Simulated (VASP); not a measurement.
# Ge4H in VASP: settings compared, part 2 of 2

VASP 6.6.1.

## 3. Relaxation of the atoms, PBE

The input, INCAR:

```
SYSTEM = Ge4H
ALGO = Normal ; EDIFF = 1E-6
EDIFFG = -0.005 ; ENCUT = 520
GGA = PE ; IBRION = 2
ISIF = 2 ; ISMEAR = -1
KPAR = 4 ; LASPH = .TRUE.
LCHARG = .FALSE. ; LREAL = .FALSE.
LWAVE = .FALSE. ; NELM = 100
NSW = 60 ; PREC = Accurate
SIGMA = 0.05
```

The input, KPOINTS:

```
k-points
0
G
  6 6 1
  0 0 0
```

The input, POSCAR:

```
Ge4H
1.0
    4.0008101700      0.0000000000      0.0000000000
   -2.0004050800      3.4648032400      0.0000000000
    0.0000000000      0.0000000000     25.7366054200
Ge H
8 2
Direct
    0.0000000000      0.0000000000      0.2937450300
    0.6666666700      0.3333333300      0.3254765700
    0.6666666700      0.3333333300      0.4206711700
    0.3333333300      0.6666666700      0.4524027000
    0.3333333300      0.6666666700      0.5475973000
    0.0000000000      0.0000000000      0.5793288300
    0.0000000000      0.0000000000      0.6745234300
    0.6666666700      0.3333333300      0.7062549700
    0.6666666700      0.3333333300      0.7668690200
    0.0000000000      0.0000000000      0.2331309800
```

Potentials or basis: VASP PAW PBE potentials, release 64 (Ge_d, H).

The run is started by

```
$ cat potpaw_PBE.64/Ge_d/POTCAR potpaw_PBE.64/H/POTCAR > POTCAR
$ mpirun -np 4 vasp_std > vasp.out
```

OUTCAR:

```text
SYSTEM = Ge4H
   EDIFF = 1E-6
   EDIFFG = -0.005
   ENCUT = 520
   GGA = PE
   IBRION = 2
   ISIF = 2
   ISMEAR = -1
   LASPH = .TRUE.
   LREAL = .FALSE.
   NELM = 100
   NSW = 60
   PREC = Accurate

 ion  position               nearest neighbor table
   1  0.000  0.000  0.294-  10 1.56   2 2.45   2 2.45   2 2.45
   2  0.667  0.333  0.325-   3 2.45   1 2.45   1 2.45   1 2.45
   3  0.667  0.333  0.421-   4 2.45   4 2.45   2 2.45   4 2.45
   4  0.333  0.667  0.452-   3 2.45   3 2.45   5 2.45   3 2.45
   5  0.333  0.667  0.548-   6 2.45   6 2.45   6 2.45   4 2.45
   6  0.000  0.000  0.579-   5 2.45   5 2.45   5 2.45   7 2.45
   7  0.000  0.000  0.675-   6 2.45   8 2.45   8 2.45   8 2.45
   8  0.667  0.333  0.706-   9 1.56   7 2.45   7 2.45   7 2.45
   9  0.667  0.333  0.767-   8 1.56
  10  0.000  0.000  0.233-   1 1.56

  LATTYP: Found a hexagonal cell.
 ALAT       =     4.0008101700
 C/A-ratio  =     6.4328484298

  Lattice vectors:

[... 312 lines left out ...]
--------------------------------------- Ionic step       19  -------------------------------------------

 number of electron     114.0000105 magnetization

------------------------ aborting loop because EDIFF is reached ----------------------------------------
[... 83 lines left out ...]
--------------------------------------- Ionic step       21  -------------------------------------------

 number of electron     114.0000104 magnetization

 Free energy of the ion-electron system (eV)
  ---------------------------------------------------
  ext. energy  EPLUGINS =         0.00000000
  ---------------------------------------------------
  free energy    TOTEN  =       -42.28159355 eV

  energy without entropy =      -42.28124617  energy(sigma->0) =      -42.28141986

 E-fermi :   0.7376     XC(G=0):  -5.8165

 val. band max:        0.4733172058   @ k =   0.0000   0.0000   0.0000
 cond. band min:       0.9757091533   @ k =   0.0000   0.0000   0.0000
 fundamental gap:      0.5023919475
 Fermi energy:         0.7375511748

 k-point     1 :       0.0000    0.0000    0.0000
  band No.  band energies     occupation
      1     -24.2286      2.00000
      2     -24.2286      2.00000
      3     -24.2208      2.00000
      4     -24.2208      2.00000
      5     -24.2084      2.00000
      6     -24.2084      2.00000
[... 523 lines left out ...]
  FREE ENERGIE OF THE ION-ELECTRON SYSTEM (eV)
  ---------------------------------------------------
  free  energy   TOTEN  =       -42.2815935509 eV

  energy  without entropy=      -42.2812461664  energy(sigma->0) =      -42.28141986

 reached required accuracy - stopping structural energy minimisation
```

OSZICAR:

```text
N       E                     dE             d eps       ncg     rms          rms(c)
DAV:   1     0.136831772742E+04    0.13683E+04   -0.57194E+04  1184   0.360E+03
DAV:   2     0.228970732233E+03   -0.11393E+04   -0.11018E+04   992   0.975E+02
DAV:   3    -0.194194218860E+02   -0.24839E+03   -0.24068E+03  1196   0.249E+02
[... 176 lines left out ...]
DAV:   2    -0.422815862019E+02   -0.23486E-06   -0.26313E-06   624   0.170E-02
  20 F= -.42281586E+02 E0= -.42281413E+02  d E =-.411105E-04
       N       E                     dE             d eps       ncg     rms          rms(c)
DAV:   1    -0.422815903386E+02   -0.43716E-05   -0.18694E-03  1112   0.211E-01    0.367E-03
DAV:   2    -0.422815933897E+02   -0.30511E-05   -0.33175E-05  1284   0.454E-02    0.222E-03
DAV:   3    -0.422815935509E+02   -0.16118E-06   -0.31716E-06   828   0.341E-02
  21 F= -.42281594E+02 E0= -.42281420E+02  d E =-.734900E-05
```

CONTCAR:

```text
Ge4H
   1.00000000000000
     4.0008101700000003    0.0000000000000000    0.0000000000000000
    -2.0004050800000002    3.4648032400000002    0.0000000000000000
     0.0000000000000000    0.0000000000000000   25.7366054200000001
  Ge              H
     8     2
Direct
     0.0000000000000000    0.0000000000000000    0.2909935602167342
     0.6666666699999979    0.3333333300000021    0.3224711070062624
     0.6666666699999979    0.3333333300000021    0.4186557730083361
     0.3333333300000021    0.6666666699999979    0.4517439600350699
     0.3333333300000021    0.6666666699999979    0.5482560399649303
     0.0000000000000000    0.0000000000000000    0.5813442269916639
     0.0000000000000000    0.0000000000000000    0.6775288929937378
     0.6666666699999979    0.3333333300000021    0.7090064397832662
     0.6666666699999979    0.3333333300000021    0.7694218330581426
     0.0000000000000000    0.0000000000000000    0.2305781669418572

  0.00000000E+00  0.00000000E+00  0.00000000E+00
  0.00000000E+00  0.00000000E+00  0.00000000E+00
  0.00000000E+00  0.00000000E+00  0.00000000E+00
  0.00000000E+00  0.00000000E+00  0.00000000E+00
  0.00000000E+00  0.00000000E+00  0.00000000E+00
  0.00000000E+00  0.00000000E+00  0.00000000E+00
  0.00000000E+00  0.00000000E+00  0.00000000E+00
  0.00000000E+00  0.00000000E+00  0.00000000E+00
  0.00000000E+00  0.00000000E+00  0.00000000E+00
  0.00000000E+00  0.00000000E+00  0.00000000E+00
```

It took 16 min on 4 MPI ranks of Intel Xeon Platinum 8259CL at 2.50GHz (Skylake/Cascade Lake), shared host; peak memory 0.53 GiB.

Results:

```
Free energy               : -42.2816 eV
Energy gained by relaxing : 1.8 meV/atom
Ionic steps               : 21
Band gap on the k mesh    : 0.50 eV, direct
```

The path:
```tsv
step	energy change (eV)	largest force (eV/Å)	pressure (GPa)
1	0.0000	0.2242	1.30
2	-0.0046	0.1136	1.33
3	-0.0062	0.1215	1.36
4	-0.0085	0.0773	1.32
5	-0.0090	0.1460	1.30
6	-0.0107	0.0806	1.29
7	-0.0113	0.0856	1.28
8	-0.0113	0.0997	1.28
9	-0.0130	0.0840	1.23
10	-0.0150	0.0887	1.15
11	-0.0155	0.1788	1.01
12	-0.0158	0.1416	1.08
13	-0.0173	0.0672	1.02
14	-0.0179	0.0363	0.98
15	-0.0179	0.0302	0.97
16	-0.0179	0.0353	0.97
17	-0.0180	0.0180	0.95
18	-0.0180	0.0145	0.95
19	-0.0181	0.0056	0.94
20	-0.0181	0.0064	0.95
21	-0.0181	0.0018	0.94
```

Final structure:
```
Ge H
1.0
     4.00081    0.00000    0.00000
    -2.00041    3.46480    0.00000
     0.00000    0.00000   25.73661
Ge H
8 2
Direct
  0.00000 0.00000 0.29099
  0.66667 0.33333 0.32247
  0.66667 0.33333 0.41866
  0.33333 0.66667 0.45174
  0.33333 0.66667 0.54826
  0.00000 0.00000 0.58134
  0.00000 0.00000 0.67753
  0.66667 0.33333 0.70901
  0.66667 0.33333 0.76942
  0.00000 0.00000 0.23058
```

## 4. Relaxation of the atoms, LDA

The input, INCAR:

```
SYSTEM = Ge4H
PREC     = Accurate       ! precision mode
ENCUT    = 520            ! plane-wave cutoff, eV
EDIFF    = 1E-6           ! SCF threshold, eV
ISMEAR   = -1             ! smearing method
SIGMA    = 0.05           ! smearing width, eV
LREAL    = .False.        ! projectors in reciprocal space
LASPH    = .True.         ! aspherical terms in the spheres
NELM     = 60             ! most SCF steps
ALGO     = Normal         ! electronic algorithm
ISIF     = 2              ! what is computed and relaxed
LWAVE    = .False.        ! write WAVECAR
LCHARG   = .False.        ! write CHGCAR
IBRION   = 2              ! ionic algorithm
NSW      = 40             ! ionic steps
EDIFFG   = -0.02          ! ionic threshold
KPAR     = 4
```

The input, KPOINTS:

```
Automatic mesh
0
Gamma
  6 6 1
  0 0 0
```

POSCAR is that of step 3.

Potentials or basis: VASP PAW LDA potentials, release 64 (Ge_d, H).

The run is started by

```
$ cat potpaw_LDA.64/Ge_d/POTCAR potpaw_LDA.64/H/POTCAR > POTCAR
$ mpirun -np 4 vasp_std > vasp.out
```

Wall time 9.6 min (4 MPI ranks of Intel Xeon 6975P-C (Granite Rapids), shared host); peak memory 0.43 GiB.

The run converged. Its results:

- Free energy: -47.7413 eV
- Energy gained by relaxing: 3.3 meV/atom
- Ionic steps: 23
- Largest force after relaxing: 0.017 eV/Å
- Band gap on the k mesh: 0.27 eV, direct

Forces on the atoms (eV/Å):
```
Ge   0.000  0.000  0.002
Ge   0.000  0.000 -0.005
Ge   0.000  0.000 -0.008
Ge   0.000  0.000  0.012
Ge   0.000  0.000 -0.012
Ge   0.000  0.000  0.008
Ge   0.000  0.000  0.005
Ge   0.000  0.000 -0.002
H    0.000  0.000 -0.017
H    0.000  0.000  0.017
```

Step by step:
| step | energy change (eV) | largest force (eV/Å) | pressure (GPa) |
| --- | --- | --- | --- |
| 1 | 0.0000 | 0.2280 | -1.08 |
| 2 | -0.0083 | 0.1991 | -1.03 |
| 3 | -0.0112 | 0.2331 | -0.99 |
| 4 | -0.0161 | 0.1497 | -0.91 |
| 5 | -0.0169 | 0.1483 | -0.85 |
| 6 | -0.0192 | 0.0912 | -0.83 |
| 7 | -0.0210 | 0.1376 | -0.81 |
| 8 | -0.0235 | 0.0941 | -0.77 |
| 9 | -0.0283 | 0.0952 | -0.67 |
| 10 | -0.0268 | 0.2550 | -0.52 |
| 11 | -0.0294 | 0.1208 | -0.64 |
| 12 | -0.0309 | 0.0992 | -0.59 |
| 13 | -0.0318 | 0.0804 | -0.55 |
| 14 | -0.0314 | 0.1389 | -0.46 |
| 15 | -0.0321 | 0.0793 | -0.52 |
| 16 | -0.0320 | 0.0888 | -0.51 |
| 17 | -0.0321 | 0.0855 | -0.51 |
| 18 | -0.0325 | 0.0461 | -0.50 |
| 19 | -0.0328 | 0.0546 | -0.49 |
| 20 | -0.0331 | 0.0337 | -0.48 |
| 21 | -0.0333 | 0.0207 | -0.46 |
| 22 | -0.0334 | 0.0279 | -0.46 |
| 23 | -0.0334 | 0.0165 | -0.46 |

Final structure:
```xyz
10
Lattice="4.0008 0.0000 0.0000 -2.0004 3.4648 0.0000 0.0000 0.0000 25.7366" Properties=species:S:1:pos:R:3 pbc="T T T"
Ge    0.0000    0.0000    7.6620
Ge    2.0004    1.1549    8.4256
Ge    2.0004    1.1549   10.8526
Ge    0.0000    2.3099   11.6511
Ge    0.0000    2.3099   14.0855
Ge    0.0000    0.0000   14.8840
Ge    0.0000    0.0000   17.3111
Ge    2.0004    1.1549   18.0746
H     2.0004    1.1549   19.6253
H     0.0000    0.0000    6.1113
```

Levels at points of the mesh, in eV from the valence-band top:
| k point | band 53 | band 54 | band 55 | band 56 | band 57 | band 58 | band 59 | band 60 | band 61 | band 62 |
| --- | --- | --- | --- | --- | --- | --- | --- | --- | --- | --- |
| (0.00, 0.00, 0.00) | -0.88 | -0.44 | -0.44 | 0.00 | 0.00 | 0.27 | 0.48 | 0.71 | 0.87 | 2.92 |
| (0.50, 0.00, 0.00) | -2.82 | -2.47 | -1.93 | -1.79 | -1.42 | 0.91 | 0.94 | 1.29 | 1.54 | 1.61 |

## 5. Relaxation of the atoms, RPBE

The input, INCAR:

```
  ALGO = Fast
  EDIFF = 1E-7
  EDIFFG = -0.005
  ENCUT = 520
  GGA = RP
  IBRION = 2
  ISIF = 2
  ISMEAR = -1
  KPAR = 4
  LASPH = True
  LCHARG = False
  LREAL = False
  LWAVE = False
  NELM = 100
  NSW = 40
  PREC = Accurate
  SIGMA = 0.05
```

The input, KPOINTS:

```
k-points
0
Gamma
  6 6 1
```

POSCAR is that of step 4.

Potentials or basis: VASP PAW PBE potentials, release 64 (Ge_d, H).

The run is started by

```
$ cat potpaw_PBE.64/Ge_d/POTCAR potpaw_PBE.64/H/POTCAR > POTCAR
$ mpirun -np 4 vasp_std > vasp.out
```

Run time: 11 min. Hardware: 4 MPI ranks of Intel Xeon 6975P-C (Granite Rapids), shared host; peak memory 0.51 GiB.

The run converged. Its results:

| Property | Result |
| --- | --- |
| Free energy | -39.7703 eV |
| Energy gained by relaxing | 4.8 meV/atom |
| Ionic steps | 19 |
| Band gap on the k mesh | 0.62 eV, direct |

Step by step:
| step | energy change (eV) | largest force (eV/Å) | pressure (GPa) |
| --- | --- | --- | --- |
| 1 | 0.0000 | 0.2436 | 2.19 |
| 2 | -0.0064 | 0.1477 | 2.21 |
| 3 | -0.0093 | 0.2567 | 2.23 |
| 4 | -0.0135 | 0.2124 | 2.19 |
| 5 | -0.0195 | 0.2086 | 2.10 |
| 6 | -0.0258 | 0.1439 | 2.05 |
| 7 | -0.0314 | 0.1675 | 1.95 |
| 8 | -0.0359 | 0.1439 | 1.86 |
| 9 | -0.0427 | 0.1586 | 1.66 |
| 10 | -0.0432 | 0.1931 | 1.57 |
| 11 | -0.0481 | 0.0453 | 1.51 |
| 12 | -0.0481 | 0.0467 | 1.51 |
| 13 | -0.0482 | 0.0353 | 1.49 |
| 14 | -0.0483 | 0.0120 | 1.50 |
| 15 | -0.0483 | 0.0104 | 1.49 |
| 16 | -0.0483 | 0.0065 | 1.50 |
| 17 | -0.0483 | 0.0070 | 1.50 |
| 18 | -0.0483 | 0.0082 | 1.50 |
| 19 | -0.0483 | 0.0013 | 1.50 |

Final structure:
```yaml
crystal:
  lattice:
    - [4.00081, 0.00000, 0.00000]
    - [-2.00041, 3.46480, 0.00000]
    - [0.00000, 0.00000, 25.73661]
  atoms:
    - { symbol: Ge, position: [0.00000, 0.00000, 0.28868] }
    - { symbol: Ge, position: [0.66667, 0.33333, 0.32085] }
    - { symbol: Ge, position: [0.66667, 0.33333, 0.41772] }
    - { symbol: Ge, position: [0.33333, 0.66667, 0.45143] }
    - { symbol: Ge, position: [0.33333, 0.66667, 0.54857] }
    - { symbol: Ge, position: [0.00000, 0.00000, 0.58228] }
    - { symbol: Ge, position: [0.00000, 0.00000, 0.67915] }
    - { symbol: Ge, position: [0.66667, 0.33333, 0.71132] }
    - { symbol: H, position: [0.66667, 0.33333, 0.77185] }
    - { symbol: H, position: [0.00000, 0.00000, 0.22815] }
```

Levels at points of the mesh, in eV from the valence-band top:
```csv
k point,band 55,band 56,band 57,band 58,band 59,band 60
"(0.00, 0.00, 0.00)",-0.39,0.00,0.00,0.62,0.62,0.83
"(0.50, 0.00, 0.00)",-1.98,-1.89,-1.45,0.79,1.19,1.35
```

Caveat: the PAW data sets were made with another functional, which shifts forces and pressure a little.

## 6. Overview

| level | potentials or basis | gap on the mesh (eV) | largest force (eV/Å) |
| --- | --- | --- | --- |
| PBEsol | VASP PAW PBE potentials, release 64 (Ge_d, H) | 0.37 | 0.01 |
| PBE | VASP PAW PBE potentials, release 64 (Ge_d, H) | 0.50 | - |
| LDA | VASP PAW LDA potentials, release 64 (Ge_d, H) | 0.27 | 0.02 |
| RPBE | VASP PAW PBE potentials, release 64 (Ge_d, H) | 0.62 | - |

Alike in all rows: task relaxation of the atoms; no spin polarisation; cell atoms relaxed; k mesh 6 × 6 × 1; cutoff (eV) 520; smearing fermi-dirac 0.05 eV.

Caveats: the PAW data sets were made with another functional, which shifts forces and pressure a little (some runs).

Absolute energies hang on the potentials; compare differences alone.
